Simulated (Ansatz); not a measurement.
**Tin, alpha-Sn (diamond) under LDA: testing the Gaussian smearing**

A convergence test of the Gaussian smearing width. The geometry was relaxed under LDA beforehand and stays fixed; 7 values are run, from 0.01 to 1.0 eV. Wanted are the values from which on the energy stays within 10 and 1 meV/atom, and the pressure within 0.5 GPa, of the narrowest run. Within the series other settings stay, but some runs also write fields, which adds to their time. Spin polarisation is left out.

Method: DFT LDA, plane waves with PAW, scalar-relativistic, in Ansatz 0.2.0.

### Step 1. The structure to begin with

The structure is cubic, space group Fd-3m (No. 227). The conventional cell has a = 6.476 Å, b = 6.476 Å, c = 6.476 Å, α = 90.00°, β = 90.00°, γ = 90.00°. Around Sn (site symmetry -43m) lie 4 Sn at 2.80 Å.

As a file:

```cif
data_structure
_symmetry_space_group_name_H-M 'Fd-3m:1'
_symmetry_Int_Tables_number 227
_cell_length_a 6.4762
_cell_length_b 6.4762
_cell_length_c 6.4762
_cell_angle_alpha 90.000
_cell_angle_beta 90.000
_cell_angle_gamma 90.000
_cell_volume 271.61
loop_
_atom_site_label
_atom_site_type_symbol
_atom_site_symmetry_multiplicity
_atom_site_Wyckoff_symbol
_atom_site_fract_x
_atom_site_fract_y
_atom_site_fract_z
_atom_site_occupancy
Sn1 Sn 8 a 0.50000 0.00000 0.50000 1
```

### Step 2. With a width of 0.01 eV

The run at 0.01 eV.

Input file input.yaml:

```yaml
crystal:
  lattice:
    - [0.0, 3.2380799619, 3.2380799619]
    - [3.2380799619, 0.0, 3.2380799619]
    - [3.2380799619, 3.2380799619, 0.0]
  atoms:
    - { symbol: Sn, position: [0.5, 0.5, 0.5] }
    - { symbol: Sn, position: [0.75, 0.75, 0.75] }
hamiltonian:
  xc: lda
  pseudopotentials:
    kind: paw
    azcp:
      Sn: "pseudopotentials/Sn.paw.azcp"
basis:
  ecutwfc: 420
  fft_grid_basis: typed
kpoints:
  mp_grid: { grid: [9, 9, 9], shift: [0, 0, 0] }
magnetization:
  spin_polarized: false
scf:
  occupations: { method: gaussian, width: 0.01 }
  lower_state_search: "off"
output:
  stress: true
  write_density: true
  write_potential: true
  elf: true
  volumetric_format: npy
```

Command:

```
$ ansatz run input.yaml --threads 2 --pin off --max-ram 5120MiB --backend cpu --events-out ev --progress --plain --runs-dir out
```

What it wrote, cut to the lines that bear on the results:

```text
Warning: <dir> the record states the generating functional pbe (its physics header spells it `PBE`), which answers neither for hamiltonian.xc's functional nor for the lda family's — results may be inconsistent (PPs are generated against a specific XC)
Warning: RAYON_NUM_THREADS=2 ignored (pool sized by the plan → 2); use --threads N
[...]
Pseudopotentials: kind: paw
Pseudopotential: Sn, paw, valence charge 14, recommended cutoff 420 eV (normal), <dir>
Functional definition: SPW92
[...]
Crystal: 2 atoms, lattice volume = 67.904 Å³
Basis set: ecut = 420 eV, 1363 PW (Γ)
Bands: 18, of which v1, the nominal top of the filled ones, is band 14 counted from 1 (13 counted from 0)
Symmetry: 48 space group operations
Space group: Fd-3m (ITA 227), of the structure as read, at distance tolerance 4.1e-5 Å
k-points: 35 of 729
[...]
SCF iter   1: F=—  HF=-11759.028581 eV  |F-HF|=—  |Δ(HF+E_count)|=         —  Δρ=6.07e-3  dr2=1.09e-2  ethr=1.77e-3  ⟨swp⟩=6.2  Hψ=3494  notcnv=0
[...]
SCF iter   6: F=-11759.024124 eV  HF=-11759.024124 eV  |F-HF|=6.91e-11  |Δ(HF+E_count)|=  1.64e-10  Δρ=2.74e-7  dr2=7.12e-11  ethr=1.23e-11  ⟨swp⟩=5.6  Hψ=3465  notcnv=0
[...]
SCF converged after 6 iterations
Free energy (F): -11759.024124 eV
[...]
E sigma→0 (E₀):  -11759.024099 eV
Entropy (-TS):   -0.000049 eV (-0.025 meV/atom)
Fermi energy:    7.480519 eV
[...]
--- Stress (GPa, compression-positive) ---
       -0.090378      -0.000000      -0.000000
       -0.000000      -0.090378       0.000000
        0.000000      -0.000000      -0.090378
  P = ⅓ Tr σ = -0.0904 GPa (-0.904 kbar)
--- Band table (eV; the first three rows and the last of 35) ---
  k-point 0: bands = ["-14.0395", "-14.0395", "-14.0395", "-13.9772", "-13.9772", "-13.6601", "-13.6601", "-13.6601", "-13.6498", "-13.6498", "-3.1303", "6.7674", "7.6656", "7.6656", "7.6656", "9.7296", "9.7296", "9.7296"]
[...]
```

Wall time 0.84 s (2 threads of Intel Xeon 6975P-C (Granite Rapids), shared host); peak memory 0.36 GiB.

### Step 3. With a width of 0.03 eV

The run at 0.03 eV.

Edit input.yaml of step 2 so:

```diff
@@ -22,3 +22,3 @@
 scf:
-  occupations: { method: gaussian, width: 0.01 }
+  occupations: { method: gaussian, width: 0.03 }
   lower_state_search: "off"
@@ -26,5 +26 @@
   stress: true
-  write_density: true
-  write_potential: true
-  elf: true
-  volumetric_format: npy
```

Command:

```
$ ansatz run input.yaml --threads 2 --pin off --max-ram 5120MiB --backend cpu --events-out ev --progress --plain --runs-dir out
```

What it wrote, cut to the lines that bear on the results:

```text
Warning: <dir> the record states the generating functional pbe (its physics header spells it `PBE`), which answers neither for hamiltonian.xc's functional nor for the lda family's — results may be inconsistent (PPs are generated against a specific XC)
Warning: RAYON_NUM_THREADS=2 ignored (pool sized by the plan → 2); use --threads N
[...]
[... 3 set-up lines as earlier in the session ...]
[...]
Crystal: 2 atoms, lattice volume = 67.904 Å³
Basis set: ecut = 420 eV, 1363 PW (Γ)
Bands: 18, of which v1, the nominal top of the filled ones, is band 14 counted from 1 (13 counted from 0)
[... 2 set-up lines as earlier in the session ...]
k-points: 35 of 729
[...]
SCF iter   1: F=—  HF=-11759.028683 eV  |F-HF|=—  |Δ(HF+E_count)|=         —  Δρ=6.07e-3  dr2=1.09e-2  ethr=1.77e-3  ⟨swp⟩=6.2  Hψ=3475  notcnv=0
[...]
SCF iter   6: F=-11759.024230 eV  HF=-11759.024230 eV  |F-HF|=7.28e-11  |Δ(HF+E_count)|=  2.36e-10  Δρ=3.08e-7  dr2=8.65e-11  ethr=1.26e-11  ⟨swp⟩=2.0  Hψ=1997  notcnv=0
[...]
SCF converged after 6 iterations
Free energy (F): -11759.024230 eV
[...]
E sigma→0 (E₀):  -11759.024128 eV
Entropy (-TS):   -0.000203 eV (-0.101 meV/atom)
Fermi energy:    7.473374 eV
[...]
--- Stress (GPa, compression-positive) ---
       -0.085694      -0.000000       0.000000
       -0.000000      -0.085694       0.000000
        0.000000       0.000000      -0.085694
  P = ⅓ Tr σ = -0.0857 GPa (-0.857 kbar)
```

It took 0.65 s on 2 threads of Intel Xeon 6975P-C (Granite Rapids), shared host; peak memory 0.35 GiB.

### Step 4. With a width of 0.1 eV

The run at 0.1 eV.

Edit input.yaml of step 3 so:

```diff
@@ -22,3 +22,3 @@
 scf:
-  occupations: { method: gaussian, width: 0.03 }
+  occupations: { method: gaussian, width: 0.1 }
   lower_state_search: "off"
```

Command:

```
$ ansatz run input.yaml --threads 2 --pin off --max-ram 5120MiB --backend cpu --events-out ev --progress --plain --runs-dir out
```

What it wrote, cut to the lines that bear on the results:

```text
Warning: <dir> the record states the generating functional pbe (its physics header spells it `PBE`), which answers neither for hamiltonian.xc's functional nor for the lda family's — results may be inconsistent (PPs are generated against a specific XC)
Warning: RAYON_NUM_THREADS=2 ignored (pool sized by the plan → 2); use --threads N
[...]
[... 3 set-up lines as earlier in the session ...]
[...]
Crystal: 2 atoms, lattice volume = 67.904 Å³
Basis set: ecut = 420 eV, 1363 PW (Γ)
Bands: 18, of which v1, the nominal top of the filled ones, is band 14 counted from 1 (13 counted from 0)
[... 2 set-up lines as earlier in the session ...]
k-points: 35 of 729
[...]
SCF iter   1: F=—  HF=-11759.029526 eV  |F-HF|=—  |Δ(HF+E_count)|=         —  Δρ=6.14e-3  dr2=1.12e-2  ethr=1.77e-3  ⟨swp⟩=5.8  Hψ=3357  notcnv=0
[...]
SCF iter   6: F=-11759.025132 eV  HF=-11759.025132 eV  |F-HF|=1.58e-10  |Δ(HF+E_count)|=  2.44e-10  Δρ=3.68e-7  dr2=1.52e-10  ethr=1.46e-11  ⟨swp⟩=2.0  Hψ=2036  notcnv=0
[...]
SCF converged after 6 iterations
Free energy (F): -11759.025132 eV
[...]
E sigma→0 (E₀):  -11759.024278 eV
Entropy (-TS):   -0.001708 eV (-0.854 meV/atom)
Fermi energy:    7.502975 eV
[...]
--- Stress (GPa, compression-positive) ---
       -0.044296       0.000000      -0.000000
       -0.000000      -0.044296       0.000000
       -0.000000      -0.000000      -0.044296
  P = ⅓ Tr σ = -0.0443 GPa (-0.443 kbar)
```

It took 0.65 s on 2 threads of Intel Xeon 6975P-C (Granite Rapids), shared host; peak memory 0.36 GiB.

### Step 5. With a width of 0.2 eV

The run at 0.2 eV.

Edit input.yaml of step 4 so:

```diff
@@ -22,3 +22,3 @@
 scf:
-  occupations: { method: gaussian, width: 0.1 }
+  occupations: { method: gaussian, width: 0.2 }
   lower_state_search: "off"
@@ -26 +26,5 @@
   stress: true
+  write_density: true
+  write_potential: true
+  elf: true
+  volumetric_format: npy
```

Command:

```
$ ansatz run input.yaml --threads 2 --pin off --max-ram 5120MiB --backend cpu --events-out ev --progress --plain --runs-dir out
```

What it wrote, cut to the lines that bear on the results:

```text
Warning: <dir> the record states the generating functional pbe (its physics header spells it `PBE`), which answers neither for hamiltonian.xc's functional nor for the lda family's — results may be inconsistent (PPs are generated against a specific XC)
Warning: RAYON_NUM_THREADS=2 ignored (pool sized by the plan → 2); use --threads N
[...]
[... 3 set-up lines as earlier in the session ...]
[...]
Crystal: 2 atoms, lattice volume = 67.904 Å³
Basis set: ecut = 420 eV, 1363 PW (Γ)
Bands: 18, of which v1, the nominal top of the filled ones, is band 14 counted from 1 (13 counted from 0)
[... 2 set-up lines as earlier in the session ...]
k-points: 35 of 729
[...]
SCF iter   1: F=—  HF=-11759.031763 eV  |F-HF|=—  |Δ(HF+E_count)|=         —  Δρ=6.20e-3  dr2=1.14e-2  ethr=1.77e-3  ⟨swp⟩=5.4  Hψ=3187  notcnv=0
[...]
SCF iter   6: F=-11759.027406 eV  HF=-11759.027406 eV  |F-HF|=6.44e-8  |Δ(HF+E_count)|=   4.23e-9  Δρ=9.63e-6  dr2=8.58e-8  ethr=3.57e-10  ⟨swp⟩=8.0  Hψ=4185  notcnv=0
[...]
SCF converged after 6 iterations
Free energy (F): -11759.027406 eV
[...]
E sigma→0 (E₀):  -11759.024680 eV
Entropy (-TS):   -0.005453 eV (-2.727 meV/atom)
Fermi energy:    7.534421 eV
[...]
--- Stress (GPa, compression-positive) ---
       -0.013360      -0.000000      -0.000000
       -0.000000      -0.013360       0.000000
       -0.000000       0.000000      -0.013360
  P = ⅓ Tr σ = -0.0134 GPa (-0.134 kbar)
--- Band table (eV; the first three rows and the last of 35) ---
  k-point 0: bands = ["-14.0409", "-14.0409", "-14.0409", "-13.9784", "-13.9784", "-13.6614", "-13.6614", "-13.6614", "-13.6510", "-13.6510", "-3.1323", "6.7654", "7.6632", "7.6632", "7.6632", "9.7285", "9.7285", "9.7285"]
[...]
```

Run time: 0.86 s. Hardware: 2 threads of Intel Xeon 6975P-C (Granite Rapids), shared host; peak memory 0.36 GiB.

### Step 6. With a width of 0.3 eV

The run at 0.3 eV.

Edit input.yaml of step 5 so:

```diff
@@ -22,3 +22,3 @@
 scf:
-  occupations: { method: gaussian, width: 0.2 }
+  occupations: { method: gaussian, width: 0.3 }
   lower_state_search: "off"
@@ -26,5 +26 @@
   stress: true
-  write_density: true
-  write_potential: true
-  elf: true
-  volumetric_format: npy
```

Command:

```
$ ansatz run input.yaml --threads 2 --pin off --max-ram 5120MiB --backend cpu --events-out ev --progress --plain --runs-dir out
```

What it wrote, cut to the lines that bear on the results:

```text
Warning: <dir> the record states the generating functional pbe (its physics header spells it `PBE`), which answers neither for hamiltonian.xc's functional nor for the lda family's — results may be inconsistent (PPs are generated against a specific XC)
Warning: RAYON_NUM_THREADS=2 ignored (pool sized by the plan → 2); use --threads N
[...]
[... 3 set-up lines as earlier in the session ...]
[...]
Crystal: 2 atoms, lattice volume = 67.904 Å³
Basis set: ecut = 420 eV, 1363 PW (Γ)
Bands: 18, of which v1, the nominal top of the filled ones, is band 14 counted from 1 (13 counted from 0)
[... 2 set-up lines as earlier in the session ...]
k-points: 35 of 729
[...]
SCF iter   1: F=—  HF=-11759.034817 eV  |F-HF|=—  |Δ(HF+E_count)|=         —  Δρ=6.24e-3  dr2=1.15e-2  ethr=1.77e-3  ⟨swp⟩=5.3  Hψ=3142  notcnv=0
[...]
SCF iter   6: F=-11759.030473 eV  HF=-11759.030473 eV  |F-HF|=6.32e-8  |Δ(HF+E_count)|=   8.38e-9  Δρ=9.53e-6  dr2=8.55e-8  ethr=3.57e-10  ⟨swp⟩=3.7  Hψ=2399  notcnv=0
[...]
SCF converged after 6 iterations
Free energy (F): -11759.030473 eV
[...]
E sigma→0 (E₀):  -11759.025336 eV
Entropy (-TS):   -0.010274 eV (-5.137 meV/atom)
Fermi energy:    7.556942 eV
[...]
--- Stress (GPa, compression-positive) ---
        0.009415      -0.000000      -0.000000
       -0.000000       0.009415      -0.000000
        0.000000       0.000000       0.009415
  P = ⅓ Tr σ = 0.0094 GPa (0.094 kbar)
```

Wall time 0.66 s (2 threads of Intel Xeon 6975P-C (Granite Rapids), shared host); peak memory 0.35 GiB.

### Step 7. With a width of 0.6 eV

The run at 0.6 eV.

Edit input.yaml of step 6 so:

```diff
@@ -22,3 +22,3 @@
 scf:
-  occupations: { method: gaussian, width: 0.3 }
+  occupations: { method: gaussian, width: 0.6 }
   lower_state_search: "off"
```

Command:

```
$ ansatz run input.yaml --threads 2 --pin off --max-ram 5120MiB --backend cpu --events-out ev --progress --plain --runs-dir out
```

What it wrote, cut to the lines that bear on the results:

```text
Warning: <dir> the record states the generating functional pbe (its physics header spells it `PBE`), which answers neither for hamiltonian.xc's functional nor for the lda family's — results may be inconsistent (PPs are generated against a specific XC)
Warning: RAYON_NUM_THREADS=2 ignored (pool sized by the plan → 2); use --threads N
band count auto-derived: 19 (N_el = 28.0; filled up to band 14; 18 by the electrons, moments and atoms)
[...]
[... 3 set-up lines as earlier in the session ...]
[...]
Crystal: 2 atoms, lattice volume = 67.904 Å³
Basis set: ecut = 420 eV, 1363 PW (Γ)
Bands: 19, of which v1, the nominal top of the filled ones, is band 14 counted from 1 (13 counted from 0)
[... 2 set-up lines as earlier in the session ...]
k-points: 35 of 729
[...]
SCF iter   1: F=—  HF=-11759.051079 eV  |F-HF|=—  |Δ(HF+E_count)|=         —  Δρ=6.36e-3  dr2=1.21e-2  ethr=1.77e-3  ⟨swp⟩=5.2  Hψ=3233  notcnv=0
[...]
SCF iter   7: F=-11759.046669 eV  HF=-11759.046669 eV  |F-HF|=1.82e-11  |Δ(HF+E_count)|=   4.36e-8  Δρ=1.65e-6  dr2=9.88e-10  ethr=3.57e-10  ⟨swp⟩=4.9  Hψ=2288  notcnv=0
[...]
SCF converged after 7 iterations
Free energy (F): -11759.046669 eV
[...]
E sigma→0 (E₀):  -11759.021253 eV
Entropy (-TS):   -0.050831 eV (-25.415 meV/atom)
Fermi energy:    7.594406 eV
[...]
--- Stress (GPa, compression-positive) ---
        0.111666       0.000000       0.000000
       -0.000000       0.111666      -0.000000
       -0.000000       0.000000       0.111666
  P = ⅓ Tr σ = 0.1117 GPa (1.117 kbar)
```

Wall time 0.69 s (2 threads of Intel Xeon 6975P-C (Granite Rapids), shared host); peak memory 0.35 GiB.

### Step 8. With a width of 1.0 eV

The run at 1.0 eV.

Edit input.yaml of step 7 so:

```diff
@@ -22,3 +22,3 @@
 scf:
-  occupations: { method: gaussian, width: 0.6 }
+  occupations: { method: gaussian, width: 1.0 }
   lower_state_search: "off"
@@ -26 +26,5 @@
   stress: true
+  write_density: true
+  write_potential: true
+  elf: true
+  volumetric_format: npy
```

Command:

```
$ ansatz run input.yaml --threads 2 --pin off --max-ram 5120MiB --backend cpu --events-out ev --progress --plain --runs-dir out
```

What it wrote, cut to the lines that bear on the results:

```text
Warning: <dir> the record states the generating functional pbe (its physics header spells it `PBE`), which answers neither for hamiltonian.xc's functional nor for the lda family's — results may be inconsistent (PPs are generated against a specific XC)
Warning: RAYON_NUM_THREADS=2 ignored (pool sized by the plan → 2); use --threads N
band count auto-derived: 20 (N_el = 28.0; filled up to band 14; 18 by the electrons, moments and atoms)
[...]
[... 3 set-up lines as earlier in the session ...]
[...]
Crystal: 2 atoms, lattice volume = 67.904 Å³
Basis set: ecut = 420 eV, 1363 PW (Γ)
Bands: 20, of which v1, the nominal top of the filled ones, is band 14 counted from 1 (13 counted from 0)
[... 2 set-up lines as earlier in the session ...]
k-points: 35 of 729
[...]
SCF iter   1: F=—  HF=-11759.115959 eV  |F-HF|=—  |Δ(HF+E_count)|=         —  Δρ=6.72e-3  dr2=1.46e-2  ethr=1.77e-3  ⟨swp⟩=5.2  Hψ=3405  notcnv=0
[...]
SCF iter   7: F=-11759.111493 eV  HF=-11759.111493 eV  |F-HF|=6.15e-10  |Δ(HF+E_count)|=   4.58e-8  Δρ=1.93e-6  dr2=1.18e-9  ethr=3.57e-10  ⟨swp⟩=10.2  Hψ=5233  notcnv=0
[...]
SCF converged after 7 iterations
Free energy (F): -11759.111493 eV
[...]
E sigma→0 (E₀):  -11758.983125 eV
Entropy (-TS):   -0.256735 eV (-128.368 meV/atom)
Fermi energy:    7.562439 eV
[...]
--- Stress (GPa, compression-positive) ---
        0.487257       0.000000      -0.000000
        0.000000       0.487257       0.000000
        0.000000      -0.000000       0.487257
  P = ⅓ Tr σ = 0.4873 GPa (4.873 kbar)
--- Band table (eV; the first three rows and the last of 35) ---
  k-point 0: bands = ["-14.0601", "-14.0601", "-14.0601", "-13.9968", "-13.9968", "-13.6801", "-13.6801", "-13.6801", "-13.6694", "-13.6694", "-3.1483", "6.7482", "7.6452", "7.6452", "7.6452", "9.7189", "9.7189", "9.7189", "12.4237", "15.6294"]
[...]
```

Wall time 0.94 s (2 threads of Intel Xeon 6975P-C (Granite Rapids), shared host); peak memory 0.36 GiB.

### Step 9. The series

Differences are taken from the run at 0.01 eV.

```tsv
smearing (eV)	F (meV/atom)	E(σ → 0) (meV/atom)	P (GPa)	SCF cycles	CPU time
0.01	0.00	0.00	-0.09	6	1.4 s
0.03	-0.05	-0.01	-0.09	6	1.1 s
0.1	-0.50	-0.09	-0.04	6	1.1 s
0.2	-1.64	-0.29	-0.01	6	1.5 s
0.3	-3.17	-0.62	0.01	6	1.1 s
0.6	-11.27	1.42	0.11	7	1.2 s
1.0	-43.68	20.49	0.49	7	1.7 s
```

### Step 10. Outcome

```
                                           quantity                       value
       E(σ → 0) stays within 10 meV/atom of 0.01 eV                up to 0.6 eV
                   E(σ → 0) stays within 1 meV/atom                up to 0.3 eV
                      pressure stays within 0.5 GPa                up to 0.6 eV
                                pressure at 0.01 eV                   -0.09 GPa
energy of a separate run on a finer mesh (14×14×14)  -2.9 meV/atom from 0.01 eV
```

In words: At 1.0 eV the energy differs by +20.5 meV/atom and the pressure by +0.6 GPa. Over the range F shifts by -43.7 meV/atom, while E(σ → 0) shifts by +20.5. In theory F falls as the square of the width under this scheme, but here the ratio is not steady: the mesh at narrow widths, or a density of states that varies over the wide ones, can both cause that. The mesh (9×9×9) is fixed, so the narrowest widths carry a k-point error of their own. The yardstick itself is unsettled by 2.9 meV/atom against the finer mesh, so the thresholds above hold only within this series, and wider smearing, which averages over more states, can land nearer the fine-mesh value than the narrowest does.
